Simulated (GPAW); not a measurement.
# HfC (Fm-3m) in GPAW: a series of runs

The runs below take HfC through relaxation of cell and atoms, with PBE+D3(BJ), PBE+D4.

All numbers are computed with GPAW 26.7.0; they aren't measurements. Logs are shortened: lines on timing, memory, paths and dates and some standing lists are left out, and cuts for length are marked. The log counts tension as positive stress, the text compression.

## 1. Starting point

Symmetry: Fm-3m, No. 225, cubic system. Conventional cell: a = 4.650 Å, b = 4.650 Å, c = 4.650 Å, α = 90.00°, β = 90.00°, γ = 90.00°. Hf (site symmetry m-3m) is surrounded by 6 C at 2.33 Å. C (site symmetry m-3m) is surrounded by 6 Hf at 2.33 Å.

## 2. Relaxation of cell and atoms, PBE+D3(BJ)

Input file run.py:

```python
from ase import Atoms
from ase.calculators.mixing import SumCalculator
from ase.filters import FrechetCellFilter
from ase.io import write
from ase.optimize import LBFGS
from dftd3.ase import DFTD3
from gpaw import GPAW, PW

atoms = Atoms(['Hf', 'C'],
              cell=[[0.0, 2.325, 2.325],
                    [2.325, 0.0, 2.325],
                    [2.325, 2.325, 0.0]],
              scaled_positions=[[0.5, 0.5, 0.5],
                                [0.0, 0.0, 0.0]],
              pbc=True)

calc = GPAW(mode=PW(800),
            xc='PBE',
            kpts={'size': (10, 10, 10), 'gamma': True},
            occupations={'name': 'fermi-dirac', 'width': 0.05},
            nbands=18,
            convergence={'density': 1e-05, 'forces': 0.0001},
            maxiter=150,
            txt='gpaw.txt')
atoms.calc = SumCalculator([calc, DFTD3(method='pbe', damping='d3bj')])
opt = LBFGS(FrechetCellFilter(atoms), trajectory='relax.traj', logfile='-')
done = opt.run(fmax=0.02, steps=100)
calc.write('gs.gpw')
write('result.traj', atoms)
print('Converged:', done)
print('Cell:', atoms.cell.cellpar().round(4))
print('Volume:', round(atoms.get_volume(), 4))
print(atoms.get_scaled_positions().round(5))
```

Potentials or basis: GPAW PAW data sets (gpaw-data 1.2.1), pw.

Command:

```bash
$ OMP_NUM_THREADS=1 python run.py
```

gpaw.txt:

```text
__  _  _
 | _ |_)|_||  |
 |__||  | ||/\| - 26.7.0

Input parameters:
  mode=PW(ecut=800.0),
  convergence={'density': 1e-05, 'forces': 0.0001},
  kpts=MonkhorstPack(size=(10, 10, 10), gamma=True),
  maxiter=150,
  nbands=18,
  occupations=Occupations(name='fermi-dirac', width=0.05),
  xc=XC(name='PBE')

Diagonalizing LCAO Hamiltonian
Converting LCAO to pw mode

               Hf

       C

Atoms  # Å, Bohr magnetons
|   | symbol |        x |        y |        z |    initial magnetic moments |
|---|--------|----------|----------|----------|-----------------------------|
| 0 |     Hf | 2.325000 | 2.325000 | 2.325000 | ( 0.0000,  0.0000,  0.0000) |
| 1 |      C | 0.000000 | 0.000000 | 0.000000 | ( 0.0000,  0.0000,  0.0000) |

Unit cell  # Å
| periodic |        x |        y |        z |  lengths |    angles |
|----------|----------|----------|----------|----------|-----------|
|      yes | 0.000000 | 2.325000 | 2.325000 | 3.288047 | 60.000000 |
|      yes | 2.325000 | 0.000000 | 2.325000 | 3.288047 | 60.000000 |
|      yes | 2.325000 | 2.325000 | 0.000000 | 3.288047 | 60.000000 |

Number of symmetries: 48
Symmetry operations  # r_c * U_cc + t_c -> r_c
|    | kind |            matrix            |
|----|------|------------------------------|
|  0 |  σ   |  1, 0, 0,  1, 0,-1,  1,-1, 0 |
|  1 |  C2  |  1, 0, 0,  1,-1, 0,  1, 0,-1 |
|  2 |  E   |  1, 0, 0,  0, 1, 0,  0, 0, 1 |
|  3 |  σ   |  1, 0, 0,  0, 0, 1,  0, 1, 0 |
|  4 |  C4  |  1, 0,-1,  1, 0, 0,  1,-1, 0 |
|  5 |  S6  |  1, 0,-1,  1,-1, 0,  1, 0, 0 |
|  6 |  σ   |  1, 0,-1,  0, 1,-1,  0, 0,-1 |
|  7 |  C3  |  1, 0,-1,  0, 0,-1,  0, 1,-1 |
|  8 |  S6  |  1,-1, 0,  1, 0, 0,  1, 0,-1 |
|  9 |  C4  |  1,-1, 0,  1, 0,-1,  1, 0, 0 |
| 10 |  C3  |  1,-1, 0,  0,-1, 1,  0,-1, 0 |
| 11 |  σ   |  1,-1, 0,  0,-1, 0,  0,-1, 1 |
| 12 |  σ   |  0, 1, 0,  1, 0, 0,  0, 0, 1 |
| 13 |  C4  |  0, 1, 0,  0, 1,-1, -1, 1, 0 |
| 14 |  C3  |  0, 1, 0,  0, 0, 1,  1, 0, 0 |
| 15 |  S6  |  0, 1, 0, -1, 1, 0,  0, 1,-1 |
| 16 |  C2  |  0, 1,-1,  1, 0,-1,  0, 0,-1 |
| 17 |  σ   |  0, 1,-1,  0, 1, 0, -1, 1, 0 |
| 18 |  S4  |  0, 1,-1,  0, 0,-1,  1, 0,-1 |
| 19 |  C4  |  0, 1,-1, -1, 1, 0,  0, 1, 0 |
| 20 |  C3  |  0, 0, 1,  1, 0, 0,  0, 1, 0 |
| 21 |  σ   |  0, 0, 1,  0, 1, 0,  1, 0, 0 |
| 22 |  S6  |  0, 0, 1,  0,-1, 1, -1, 0, 1 |
| 23 |  C4  |  0, 0, 1, -1, 0, 1,  0,-1, 1 |
| 24 |  S4  |  0, 0,-1,  1, 0,-1,  0, 1,-1 |
| 25 |  C3  |  0, 0,-1,  0, 1,-1,  1, 0,-1 |
| 26 |  C2  |  0, 0,-1,  0,-1, 0, -1, 0, 0 |
| 27 |  S6  |  0, 0,-1, -1, 0, 0,  0,-1, 0 |
| 28 |  S4  |  0,-1, 1,  1,-1, 0,  0,-1, 0 |
| 29 |  C4  |  0,-1, 1,  0, 0, 1, -1, 0, 1 |
| 30 |  C2  |  0,-1, 1,  0,-1, 0,  1,-1, 0 |
| 31 |  σ   |  0,-1, 1, -1, 0, 1,  0, 0, 1 |
| 32 |  C3  |  0,-1, 0,  1,-1, 0,  0,-1, 1 |
| 33 |  S6  |  0,-1, 0,  0, 0,-1, -1, 0, 0 |
[... 179 lines left out ...]
Fermi level: 11.026
Eigenvalues  # (at kpt = [0.000, 0.000, 0.000])
| band index |      eig [eV] | occ [0-2] |
|------------|---------------|-----------|
|          0 |       -49.970 |     2.000 |
|          1 |       -18.620 |     2.000 |
|          2 |       -18.620 |     2.000 |
|          3 |       -18.620 |     2.000 |
|          4 |        -1.303 |     2.000 |
|          5 |        12.010 |     0.000 |
|          6 |        12.010 |     0.000 |
|          7 |        12.010 |     0.000 |
|          8 |        12.376 |     0.000 |
|          9 |        12.376 |     0.000 |
|         10 |        12.376 |     0.000 |
|         11 |        14.375 |     0.000 |
|         12 |        14.375 |     0.000 |
|        ... |               |           |
|         17 |        35.277 |     0.000 |

No gap
No difference between direct/indirect transitions

Stress tensor  # eV/Ang^3
|         x |         y |         z |
|-----------|-----------|-----------|
| -0.008156 | -0.000000 | -0.000000 |
| -0.000000 | -0.008156 |  0.000000 |
| -0.000000 |  0.000000 | -0.008156 |

Forces  # eV/Ang
|       x |        y |        z |
|---------|----------|----------|
| 0.00000 | -0.00000 | -0.00000 |  # Hf   0
| 0.00000 |  0.00000 |  0.00000 |  # C    1

Interpolating wave functions to new cell

               Hf

       C

Atoms  # Å, Bohr magnetons
|   | symbol |        x |        y |         z |    initial magnetic moments |
|---|--------|----------|----------|-----------|-----------------------------|
| 0 |     Hf | 2.320483 | 2.320483 |  2.320483 | ( 0.0000,  0.0000,  0.0000) |
| 1 |      C | 0.000000 | 0.000000 | -0.000000 | ( 0.0000,  0.0000,  0.0000) |

Unit cell  # Å
| periodic |         x |        y |        z |  lengths |    angles |
|----------|-----------|----------|----------|----------|-----------|
|      yes | -0.000000 | 2.320483 | 2.320483 | 3.281659 | 60.000000 |
|      yes |  2.320483 | 0.000000 | 2.320483 | 3.281659 | 60.000000 |
|      yes |  2.320483 | 2.320483 | 0.000000 | 3.281659 | 60.000000 |

Number of symmetries: 48
Symmetry operations  # r_c * U_cc + t_c -> r_c
|    | kind |            matrix            |
|----|------|------------------------------|
|  0 |  σ   |  1, 0, 0,  1, 0,-1,  1,-1, 0 |
|  1 |  C2  |  1, 0, 0,  1,-1, 0,  1, 0,-1 |
|  2 |  E   |  1, 0, 0,  0, 1, 0,  0, 0, 1 |
|  3 |  σ   |  1, 0, 0,  0, 0, 1,  0, 1, 0 |
|  4 |  C4  |  1, 0,-1,  1, 0, 0,  1,-1, 0 |
|  5 |  S6  |  1, 0,-1,  1,-1, 0,  1, 0, 0 |
|  6 |  σ   |  1, 0,-1,  0, 1,-1,  0, 0,-1 |
|  7 |  C3  |  1, 0,-1,  0, 0,-1,  0, 1,-1 |
|  8 |  S6  |  1,-1, 0,  1, 0, 0,  1, 0,-1 |
|  9 |  C4  |  1,-1, 0,  1, 0,-1,  1, 0, 0 |
| 10 |  C3  |  1,-1, 0,  0,-1, 1,  0,-1, 0 |
| 11 |  σ   |  1,-1, 0,  0,-1, 0,  0,-1, 1 |
| 12 |  σ   |  0, 1, 0,  1, 0, 0,  0, 0, 1 |
| 13 |  C4  |  0, 1, 0,  0, 1,-1, -1, 1, 0 |
| 14 |  C3  |  0, 1, 0,  0, 0, 1,  1, 0, 0 |
| 15 |  S6  |  0, 1, 0, -1, 1, 0,  0, 1,-1 |
| 16 |  C2  |  0, 1,-1,  1, 0,-1,  0, 0,-1 |
| 17 |  σ   |  0, 1,-1,  0, 1, 0, -1, 1, 0 |
| 18 |  S4  |  0, 1,-1,  0, 0,-1,  1, 0,-1 |
| 19 |  C4  |  0, 1,-1, -1, 1, 0,  0, 1, 0 |
| 20 |  C3  |  0, 0, 1,  1, 0, 0,  0, 1, 0 |
| 21 |  σ   |  0, 0, 1,  0, 1, 0,  1, 0, 0 |
| 22 |  S6  |  0, 0, 1,  0,-1, 1, -1, 0, 1 |
| 23 |  C4  |  0, 0, 1, -1, 0, 1,  0,-1, 1 |
| 24 |  S4  |  0, 0,-1,  1, 0,-1,  0, 1,-1 |
| 25 |  C3  |  0, 0,-1,  0, 1,-1,  1, 0,-1 |
| 26 |  C2  |  0, 0,-1,  0,-1, 0, -1, 0, 0 |
| 27 |  S6  |  0, 0,-1, -1, 0, 0,  0,-1, 0 |
| 28 |  S4  |  0,-1, 1,  1,-1, 0,  0,-1, 0 |
| 29 |  C4  |  0,-1, 1,  0, 0, 1, -1, 0, 1 |
| 30 |  C2  |  0,-1, 1,  0,-1, 0,  1,-1, 0 |
| 31 |  σ   |  0,-1, 1, -1, 0, 1,  0, 0, 1 |
| 32 |  C3  |  0,-1, 0,  1,-1, 0,  0,-1, 1 |
| 33 |  S6  |  0,-1, 0,  0, 0,-1, -1, 0, 0 |
[... 178 lines left out ...]
Fermi level: 11.098
Eigenvalues  # (at kpt = [0.000, 0.000, 0.000])
| band index |      eig [eV] | occ [0-2] |
|------------|---------------|-----------|
|          0 |       -49.867 |     2.000 |
|          1 |       -18.518 |     2.000 |
|          2 |       -18.518 |     2.000 |
|          3 |       -18.518 |     2.000 |
|          4 |        -1.257 |     2.000 |
|          5 |        12.088 |     0.000 |
|          6 |        12.088 |     0.000 |
|          7 |        12.088 |     0.000 |
|          8 |        12.452 |     0.000 |
|          9 |        12.452 |     0.000 |
|         10 |        12.452 |     0.000 |
|         11 |        14.468 |     0.000 |
|         12 |        14.468 |     0.000 |
|        ... |               |           |
|         17 |        35.469 |     0.000 |

No gap
No difference between direct/indirect transitions

Stress tensor  # eV/Ang^3
|         x |         y |         z |
|-----------|-----------|-----------|
| -0.017182 |  0.000000 |  0.000000 |
|  0.000000 | -0.017182 |  0.000000 |
|  0.000000 |  0.000000 | -0.017182 |

Forces  # eV/Ang
|        x |       y |       z |
|----------|---------|---------|
|  0.00000 | 0.00000 | 0.00000 |  # Hf   0
| -0.00000 | 0.00000 | 0.00000 |  # C    1

Interpolating wave functions to new cell

               Hf

       C

Atoms  # Å, Bohr magnetons
|   | symbol |        x |        y |        z |    initial magnetic moments |
|---|--------|----------|----------|----------|-----------------------------|
| 0 |     Hf | 2.313832 | 2.313832 | 2.313832 | ( 0.0000,  0.0000,  0.0000) |
| 1 |      C | 0.000000 | 0.000000 | 0.000000 | ( 0.0000,  0.0000,  0.0000) |

Unit cell  # Å
| periodic |         x |         y |         z |  lengths |    angles |
|----------|-----------|-----------|-----------|----------|-----------|
|      yes | -0.000000 |  2.313832 |  2.313832 | 3.272253 | 60.000000 |
|      yes |  2.313832 | -0.000000 |  2.313832 | 3.272253 | 60.000000 |
|      yes |  2.313832 |  2.313832 | -0.000000 | 3.272253 | 60.000000 |

Number of symmetries: 48
Symmetry operations  # r_c * U_cc + t_c -> r_c
|    | kind |            matrix            |
|----|------|------------------------------|
|  0 |  σ   |  1, 0, 0,  1, 0,-1,  1,-1, 0 |
|  1 |  C2  |  1, 0, 0,  1,-1, 0,  1, 0,-1 |
|  2 |  E   |  1, 0, 0,  0, 1, 0,  0, 0, 1 |
|  3 |  σ   |  1, 0, 0,  0, 0, 1,  0, 1, 0 |
|  4 |  C4  |  1, 0,-1,  1, 0, 0,  1,-1, 0 |
|  5 |  S6  |  1, 0,-1,  1,-1, 0,  1, 0, 0 |
|  6 |  σ   |  1, 0,-1,  0, 1,-1,  0, 0,-1 |
|  7 |  C3  |  1, 0,-1,  0, 0,-1,  0, 1,-1 |
|  8 |  S6  |  1,-1, 0,  1, 0, 0,  1, 0,-1 |
|  9 |  C4  |  1,-1, 0,  1, 0,-1,  1, 0, 0 |
| 10 |  C3  |  1,-1, 0,  0,-1, 1,  0,-1, 0 |
| 11 |  σ   |  1,-1, 0,  0,-1, 0,  0,-1, 1 |
| 12 |  σ   |  0, 1, 0,  1, 0, 0,  0, 0, 1 |
| 13 |  C4  |  0, 1, 0,  0, 1,-1, -1, 1, 0 |
| 14 |  C3  |  0, 1, 0,  0, 0, 1,  1, 0, 0 |
| 15 |  S6  |  0, 1, 0, -1, 1, 0,  0, 1,-1 |
| 16 |  C2  |  0, 1,-1,  1, 0,-1,  0, 0,-1 |
| 17 |  σ   |  0, 1,-1,  0, 1, 0, -1, 1, 0 |
| 18 |  S4  |  0, 1,-1,  0, 0,-1,  1, 0,-1 |
| 19 |  C4  |  0, 1,-1, -1, 1, 0,  0, 1, 0 |
| 20 |  C3  |  0, 0, 1,  1, 0, 0,  0, 1, 0 |
| 21 |  σ   |  0, 0, 1,  0, 1, 0,  1, 0, 0 |
| 22 |  S6  |  0, 0, 1,  0,-1, 1, -1, 0, 1 |
| 23 |  C4  |  0, 0, 1, -1, 0, 1,  0,-1, 1 |
| 24 |  S4  |  0, 0,-1,  1, 0,-1,  0, 1,-1 |
| 25 |  C3  |  0, 0,-1,  0, 1,-1,  1, 0,-1 |
| 26 |  C2  |  0, 0,-1,  0,-1, 0, -1, 0, 0 |
| 27 |  S6  |  0, 0,-1, -1, 0, 0,  0,-1, 0 |
| 28 |  S4  |  0,-1, 1,  1,-1, 0,  0,-1, 0 |
| 29 |  C4  |  0,-1, 1,  0, 0, 1, -1, 0, 1 |
| 30 |  C2  |  0,-1, 1,  0,-1, 0,  1,-1, 0 |
| 31 |  σ   |  0,-1, 1, -1, 0, 1,  0, 0, 1 |
| 32 |  C3  |  0,-1, 0,  1,-1, 0,  0,-1, 1 |
| 33 |  S6  |  0,-1, 0,  0, 0,-1, -1, 0, 0 |
[... 178 lines left out ...]
Fermi level: 11.206
Eigenvalues  # (at kpt = [0.000, 0.000, 0.000])
| band index |      eig [eV] | occ [0-2] |
|------------|---------------|-----------|
|          0 |       -49.716 |     2.000 |
|          1 |       -18.366 |     2.000 |
|          2 |       -18.366 |     2.000 |
|          3 |       -18.366 |     2.000 |
|          4 |        -1.190 |     2.000 |
|          5 |        12.204 |     0.000 |
|          6 |        12.204 |     0.000 |
|          7 |        12.204 |     0.000 |
|          8 |        12.565 |     0.000 |
|          9 |        12.565 |     0.000 |
|         10 |        12.565 |     0.000 |
|         11 |        14.605 |     0.000 |
|         12 |        14.605 |     0.000 |
|        ... |               |           |
|         17 |        35.755 |     0.000 |

No gap
No difference between direct/indirect transitions

Stress tensor  # eV/Ang^3
|         x |         y |         z |
|-----------|-----------|-----------|
| -0.030893 | -0.000000 | -0.000000 |
| -0.000000 | -0.030893 | -0.000000 |
| -0.000000 | -0.000000 | -0.030893 |

Forces  # eV/Ang
|        x |        y |        z |
|----------|----------|----------|
|  0.00000 | -0.00000 | -0.00000 |  # Hf   0
| -0.00000 |  0.00000 |  0.00000 |  # C    1

# Writing to gs.gpw (mode='')
```

Run time: 67 s. Hardware: 1 thread of Arm Neoverse V1, shared host; peak memory 0.23 GiB.

What came out:

```yaml
Free_energy: -19.3038 eV
Relaxed_volume: 12.39 Å³/atom
Relaxed_cell: a = 3.272 Å, b = 3.272 Å, c = 3.272 Å, α = 60.00°, β = 60.00°, γ = 60.00°
Space_group_after_relaxing_to_0.05_Å: Fm-3m (No. 225)
Energy_gained_by_relaxing: 1.8 meV/atom
Ionic_steps: 3
Pressure_after_relaxing: 0.0 GPa
Band_gap_on_the_k_mesh: none (metal or under the smearing width)
Dispersion_energy_per_atom: -0.363 eV
```

The path:
```csv
step,energy change (eV),largest force (eV/Å),pressure (GPa),volume (Å³)
1,0.0000,0.0000,-3.47,25.14
2,-0.0023,0.0000,-2.08,24.99
3,-0.0035,0.0000,0.03,24.78
```

Final structure:
```
CELL_PARAMETERS angstrom
0.00000 2.31383 2.31383
2.31383 0.00000 2.31383
2.31383 2.31383 0.00000
ATOMIC_POSITIONS crystal
Hf 0.50000 0.50000 0.50000
C 0.00000 0.00000 0.00000
```

Caveat: later steps reuse the first step's grids; pairwise dispersion overbinds metals, which lowers pressure and volume. Spin-orbit coupling is left out, which matters for the levels of Hf.

## 3. Relaxation of cell and atoms, PBE+D4, target pressure -2 GPa, at which the enthalpy is minimised

Changes to run.py since step 2:

```diff
@@ -4,4 +4,5 @@
 from ase.io import write
-from ase.optimize import LBFGS
-from dftd3.ase import DFTD3
+from ase.optimize import BFGS
+from ase.units import GPa
+from dftd4.ase import DFTD4
 from gpaw import GPAW, PW
@@ -24,4 +25,4 @@
             txt='gpaw.txt')
-atoms.calc = SumCalculator([calc, DFTD3(method='pbe', damping='d3bj')])
-opt = LBFGS(FrechetCellFilter(atoms), trajectory='relax.traj', logfile='-')
+atoms.calc = SumCalculator([calc, DFTD4(method='pbe')])
+opt = BFGS(FrechetCellFilter(atoms, scalar_pressure=-2 * GPa), trajectory='relax.traj', logfile='-')
 done = opt.run(fmax=0.02, steps=100)
```

Potentials or basis: GPAW PAW data sets (gpaw-data 1.2.1), pw.

Command:

```bash
$ OMP_NUM_THREADS=1 python run.py
```

Run time: 28 s. Hardware: 1 thread of Arm Neoverse V1, shared host; peak memory 0.18 GiB.

Results (log left out):

```yaml
Free_energy: -19.0844 eV
Pressure_after_relaxing: -2.2 GPa
Band_gap_on_the_k_mesh: none (metal or under the smearing width)
Dispersion_energy_per_atom: -0.250 eV
```

Final structure:
```cif
data_structure
_symmetry_space_group_name_H-M 'P 1'
_symmetry_Int_Tables_number 1
_cell_length_a 3.2880
_cell_length_b 3.2880
_cell_length_c 3.2880
_cell_angle_alpha 60.000
_cell_angle_beta 60.000
_cell_angle_gamma 60.000
_cell_volume 25.14
loop_
_atom_site_label
_atom_site_type_symbol
_atom_site_fract_x
_atom_site_fract_y
_atom_site_fract_z
_atom_site_occupancy
Hf1 Hf 0.50000 0.50000 0.50000 1
C1 C 0.00000 0.00000 0.00000 1
```

Levels at points of the mesh, in eV from the Fermi level:
```csv
k point,band 6,band 7,band 8,band 9,band 10,band 11
"(0.00, 0.00, 0.00)",0.98,0.98,0.98,1.35,1.35,1.35
"(0.50, 0.50, 0.00)",-2.65,-1.81,-0.13,-0.13,5.26,6.67
"(0.50, 0.50, 0.50)",-6.16,-3.02,-3.02,5.26,5.26,5.74
```

Caveat: the relaxation stopped at its first step, so nothing moved; later steps reuse the first step's grids; pairwise dispersion overbinds metals, which lowers pressure and volume. The run has no spin-orbit coupling, so splittings on Hf are missing.
